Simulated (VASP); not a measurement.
Set up this calculation in VASP 6.6.1, as the native input.

| Property | Result |
| --- | --- |
| Task | single point |
| Functional | r2SCAN |
| Potentials or basis | VASP PAW PBE potentials, release 64 (O, Li_sv) |
| Cutoff | 520 eV |
| k mesh | 6 × 6 × 6 |
| Occupations | gaussian, width 0.01 eV |
| Spin | no spin polarisation |
| Dipole correction | no |
| Further INCAR settings | ALGO = Normal; EDIFF = 1e-07; NBANDS = 13 |

Crystal: Li2O.

```
O Li
1.0
     0.00000    2.28637    2.28637
     2.28637    0.00000    2.28637
     2.28637    2.28637    0.00000
O Li
1 2
Direct
  0.00000 0.00000 0.00000
  0.25000 0.25000 0.25000
  0.75000 0.75000 0.75000
```

The cell was built by a generator and needn't be a form met in nature.

One way to write it, as run:

POSCAR

```
Li2O
1.0
    0.0000000000      2.2863684468      2.2863684468
    2.2863684468      0.0000000000      2.2863684468
    2.2863684468      2.2863684468      0.0000000000
O Li
1 2
Direct
    0.0000000000      0.0000000000      0.0000000000
    0.2500000000      0.2500000000      0.2500000000
    0.7500000000      0.7500000000      0.7500000000
```

INCAR.step1

```
PREC = Accurate
ENCUT = 520
ISMEAR = 0
SIGMA = 0.01
LREAL = False
LASPH = True
NELM = 100
NBANDS = 13
GGA = PE
ALGO = Normal
EDIFF = 1E-4
LWAVE = True
LCHARG = False
```

INCAR.step2

```
PREC = Accurate
ENCUT = 520
EDIFF = 1E-7
ISMEAR = 0
SIGMA = 0.01
LREAL = False
LASPH = True
NELM = 100
ALGO = Normal
ISIF = 2
LWAVE = False
LCHARG = False
METAGGA = R2SCAN
LMIXTAU = True
NBANDS = 13
ISTART = 1
```

KPOINTS

```
regular mesh
0
Gamma
  6 6 6
```

Potentials or basis: VASP PAW PBE potentials, release 64 (O, Li_sv).

Launch:

```sh
$ cat potpaw_PBE.64/O/POTCAR potpaw_PBE.64/Li_sv/POTCAR > POTCAR
$ cp INCAR.step1 INCAR
$ mpirun -np 1 vasp_std > vasp.out
$ cp INCAR.step2 INCAR
$ mpirun -np 1 vasp_std > vasp.out
```

Results of the run:

The band gap on the k mesh is 5.73 eV, indirect (least direct gap 6.35 eV).

Run time: 24 s on 1 thread of Intel(R) Xeon(R) Platinum 8259CL CPU @ 2.50GHz (Skylake/Cascade Lake) (shared host), peak memory 0.13 GiB.
